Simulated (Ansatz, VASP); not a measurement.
# WS2 (Tungstenite) in VASP and in Ansatz

```
CELL_PARAMETERS angstrom
3.18000 0.00000 0.00000
-1.59000 2.75396 0.00000
0.00000 0.00000 12.50000
ATOMIC_POSITIONS crystal
W 0.66667 0.33333 0.75000
W 0.33333 0.66667 0.25000
S 0.66667 0.33333 0.37500
S 0.33333 0.66667 0.87500
S 0.66667 0.33333 0.12500
S 0.33333 0.66667 0.62500
```

Alike in both runs: functional BLYP; k mesh 10 × 10 × 3; occupations fermi-dirac, width 0.05 eV; no spin polarisation.

```csv
,VASP,Ansatz
version,VASP 6.6.1,Ansatz 0.2.0
potentials or method,"VASP PAW PBE potentials, release 64 (W_sv, S)",Ansatz PAW
plane-wave cutoff (eV),520,420
valence electrons in the cell,52,52
task,single point,band structure
```

|  | VASP | Ansatz | Ansatz less VASP |
| --- | --- | --- | --- |
| gap on the k mesh at the Fermi level (eV) | 1.14 | 1.13 | -0.011 |
| least direct gap on the mesh (eV) | 2.09 | 2.08 | -0.012 |
| pressure (GPa) | 9.8 | 9.5 | -0.33 |
| largest component of the traceless stress (GPa) | 0.52 | 0.50 | -0.023 |
| rms of the force components (eV/Å) | 0.268 | 0.248 | -0.0195 |

Atom by atom the forces differ by 0.019 eV/Å (rms over components). The functional is the same, so the differences come from potentials, cutoffs and numerics.

Caveats: spin-orbit coupling is left out, which moves the levels of the heavy elements; this functional lacks dispersion, which binds the layers, so the pressure and a relaxed spacing across them are unreliable; the PAW data sets were made with another functional, which shifts forces and pressure a little (VASP); an odd mesh through Γ misses points on the zone boundary, where band edges often lie (VASP); the k mesh misses the band edges, so the gap on the mesh is wider than the one along the path (Ansatz); the PAW data sets come from PBE, with cores solved anew for the run's functional, which leaves a small shift of forces and pressure (Ansatz).
